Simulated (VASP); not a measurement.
# PbSe (Clausthalite) (Fm-3m) in VASP: further runs, part 2 of 2

VASP 6.6.1.

### 3 Relaxation of the atoms, PBE

File INCAR:

```
SYSTEM = PbSe
PREC     = Accurate       ! precision mode
ENCUT    = 520            ! plane-wave cutoff, eV
EDIFF    = 1E-7           ! SCF threshold, eV
ISMEAR   = -1             ! smearing method
SIGMA    = 0.02           ! smearing width, eV
LREAL    = .False.        ! projectors in reciprocal space
LASPH    = .True.         ! aspherical terms in the spheres
NELM     = 60             ! most SCF steps
ALGO     = Normal         ! electronic algorithm
ISIF     = 2              ! what is computed and relaxed
LWAVE    = .False.        ! write WAVECAR
LCHARG   = .False.        ! write CHGCAR
GGA      = PE             ! functional
IBRION   = 2              ! ionic algorithm
NSW      = 80             ! ionic steps
EDIFFG   = -0.02          ! ionic threshold
```

File KPOINTS:

```
Automatic mesh
0
Gamma
  8 8 8
  0 0 0
```

File POSCAR:

```
PbSe
1.0
    0.0000000000      3.0606500000      3.0606500000
    3.0606500000      0.0000000000      3.0606500000
    3.0606500000      3.0606500000      0.0000000000
Pb Se
1 1
Direct
    0.0000000000      0.0000000000      0.0000000000
    0.5000000000      0.5000000000      0.5000000000
```

Potentials or basis: VASP PAW PBE potentials, release 64 (Pb_d, Se).

On the command line:

```sh
> cat potpaw_PBE.64/Pb_d/POTCAR potpaw_PBE.64/Se/POTCAR > POTCAR
> mpirun -np 1 vasp_std > vasp.out
```

OUTCAR:

```text
SYSTEM = PbSe
   PREC = Accurate
   ENCUT = 520
   EDIFF = 1E-7
   ISMEAR = -1
   LREAL = .False.
   LASPH = .True.
   NELM = 60
   ISIF = 2
   GGA = PE
   IBRION = 2
   NSW = 80
   EDIFFG = -0.02

 ion  position               nearest neighbor table
   1  0.000  0.000  0.000-   2 3.06   2 3.06   2 3.06   2 3.06   2 3.06   2 3.06
   2  0.500  0.500  0.500-   1 3.06   1 3.06   1 3.06   1 3.06   1 3.06   1 3.06

  LATTYP: Found a face centered cubic cell.
 ALAT       =     6.1213000000

  Lattice vectors:

 A1 = (   0.0000000000,   3.0606500000,   3.0606500000)
 A2 = (   3.0606500000,   0.0000000000,   3.0606500000)
 A3 = (   3.0606500000,   3.0606500000,   0.0000000000)

Analysis of symmetry for initial positions (statically):
=====================================================================
 Subroutine PRICEL returns:
 Original cell was already a primitive cell.

 Routine SETGRP: Setting up the symmetry group for a
 face centered cubic supercell.

 Subroutine GETGRP returns: Found 48 space group operations
 (whereof 48 operations were pure point group operations)
 out of a pool of 48 trial point group operations.

[... 169 lines left out ...]
 k-point     1 :       0.0000    0.0000    0.0000
  band No.  band energies     occupation
      1     -11.7677      2.00000
      2     -11.7677      2.00000
      3     -11.7677      2.00000
      4     -11.7637      2.00000
      5     -11.7637      2.00000
      6      -8.5250      2.00000
      7      -1.2351      2.00000
      8       3.1905      2.00000
      9       3.1905      2.00000
     10       3.1905      2.00000
     11       9.7807      0.00000
     12       9.7807      0.00000
     13       9.7807      0.00000
     14      11.5849      0.00000
[... 377 lines left out ...]
      1     -11.8206      2.00000
      2     -11.7762      2.00000
      3     -11.7569      2.00000
      4     -11.7471      2.00000
      5     -11.7321      2.00000
      6      -7.2655      2.00000
      7      -3.4064      2.00000
      8       1.8196      2.00000
      9       2.1974      2.00000
     10       4.2454      2.00000
     11       6.4624      0.00000
     12       8.4968      0.00000
     13       9.1726      0.00000
     14      12.6876      0.00000

 [... further k-points ...]
[... 5 lines left out ...]
  --------------------------------------------------------------------------------------
  -------------------------------------------------------------------------------------
  Total        0.8621930      0.8621930      0.8621930     -0.0000000     -0.0000000      0.0000000
  in kB       24.0904034     24.0904034     24.0904034     -0.0000000     -0.0000000      0.0000000
  external PRESSURE =      24.0904034 kB  Pullay stress =       0.0000000 kB

 VOLUME and BASIS-vectors are now :
 -----------------------------------------------------------------------------
  energy-cutoff  :      520.00
  volume of cell :       57.34
      direct lattice vectors                 reciprocal lattice vectors
     0.000000000  3.060650000  3.060650000    -0.163363991  0.163363991  0.163363991
     3.060650000  0.000000000  3.060650000     0.163363991 -0.163363991  0.163363991
     3.060650000  3.060650000  0.000000000     0.163363991  0.163363991 -0.163363991

 POSITION                                       TOTAL-FORCE (eV/Angst)
 -----------------------------------------------------------------------------------
      0.00000      0.00000      0.00000        -0.000000      0.000000      0.000000
      3.06065      3.06065      3.06065         0.000000      0.000000     -0.000000
 -----------------------------------------------------------------------------------
    total drift:                                0.000000     -0.000000     -0.000000

  FREE ENERGIE OF THE ION-ELECTRON SYSTEM (eV)
  ---------------------------------------------------
  free  energy   TOTEN  =        -8.1783348641 eV

  energy  without entropy=       -8.1783313108  energy(sigma->0) =       -8.17833309

 reached required accuracy - stopping structural energy minimisation
```

OSZICAR:

```text
N       E                     dE             d eps       ncg     rms          rms(c)
DAV:   1     0.159570499938E+03    0.15957E+03   -0.96690E+03   820   0.145E+03
DAV:   2     0.401316617587E+01   -0.15556E+03   -0.15166E+03   884   0.355E+02
DAV:   3    -0.817282112339E+01   -0.12186E+02   -0.12123E+02  1040   0.103E+02
DAV:   4    -0.845776108483E+01   -0.28494E+00   -0.28480E+00   900   0.192E+01
DAV:   5    -0.846676602025E+01   -0.90049E-02   -0.90045E-02  1104   0.327E+00    0.277E+00
DAV:   6    -0.818002323173E+01    0.28674E+00   -0.75916E-01  1202   0.698E+00    0.157E+00
DAV:   7    -0.817524870905E+01    0.47745E-02   -0.12640E-01   926   0.200E+00    0.855E-01
DAV:   8    -0.817863691820E+01   -0.33882E-02   -0.13342E-02   890   0.154E+00    0.147E-01
DAV:   9    -0.817825558010E+01    0.38134E-03   -0.24484E-03  1276   0.588E-01    0.526E-02
DAV:  10    -0.817832885572E+01   -0.73276E-04   -0.20286E-04   860   0.110E-01    0.195E-02
DAV:  11    -0.817833482106E+01   -0.59653E-05   -0.78773E-05  1042   0.103E-01    0.680E-03
DAV:  12    -0.817833492462E+01   -0.10356E-06   -0.47536E-06   986   0.166E-02    0.296E-03
DAV:  13    -0.817833486412E+01    0.60495E-07   -0.63565E-07   926   0.721E-03
   1 F= -.81783349E+01 E0= -.81783331E+01  d E =-.817833E+01
```

Run time: 38 s. Hardware: 1 thread of AMD EPYC 7R13, shared host; peak memory 0.16 GiB.

Results:

```yaml
Free_energy: -8.1783 eV
Pressure_after_relaxing: 2.4 GPa
Band_gap_on_the_k_mesh: 0.29 eV, direct
```

Final structure:
```
CELL_PARAMETERS angstrom
0.00000 3.06065 3.06065
3.06065 0.00000 3.06065
3.06065 3.06065 0.00000
ATOMIC_POSITIONS crystal
Pb 0.00000 0.00000 0.00000
Se 0.50000 0.50000 0.50000
```

Levels at points of the mesh, in eV from the valence-band top:
| k point | band 6 | band 7 | band 8 | band 9 | band 10 | band 11 | band 12 | band 13 | band 14 |
| --- | --- | --- | --- | --- | --- | --- | --- | --- | --- |
| (0.00, 0.00, 0.00) | -13.59 | -6.30 | -1.88 | -1.88 | -1.88 | 4.71 | 4.71 | 4.71 | 6.51 |
| (0.50, 0.00, 0.00) | -12.53 | -8.81 | -1.47 | -1.47 | 0.00 | 0.29 | 1.70 | 1.70 | 8.55 |
| (0.50, 0.50, 0.00) | -12.16 | -7.38 | -4.98 | -3.24 | -3.24 | 3.69 | 5.61 | 5.61 | 6.05 |

Caveat: the relaxation stopped at its first step, so nothing moved; spin-orbit coupling is left out, which moves the levels of the heavy elements.

### 4 Against experiment

Step 2. A measured gap of PbSe is 0.28 eV (direct; 300 K; a printed reference work, monograph); the calculated 0.29 eV misses it by +0.01 eV. 2 values of this kind are on record (0.15 to 0.28 eV); this one was drawn at random. Spin-orbit coupling on Pb, Se is left out. The value is that of PBE on a finite k mesh, which can miss the band edges, without temperature or zero-point motion.

Step 3. Measured gap of PbSe: 0.15 eV (direct; 4.2 K; a printed reference work, monograph). This calculation gives 0.29 eV (+0.14 eV). 2 values of this kind are on record (0.15 to 0.28 eV); this one was drawn at random. Spin-orbit coupling on Pb, Se is left out. The value is that of PBE on a finite k mesh, which can miss the band edges, without temperature or zero-point motion.
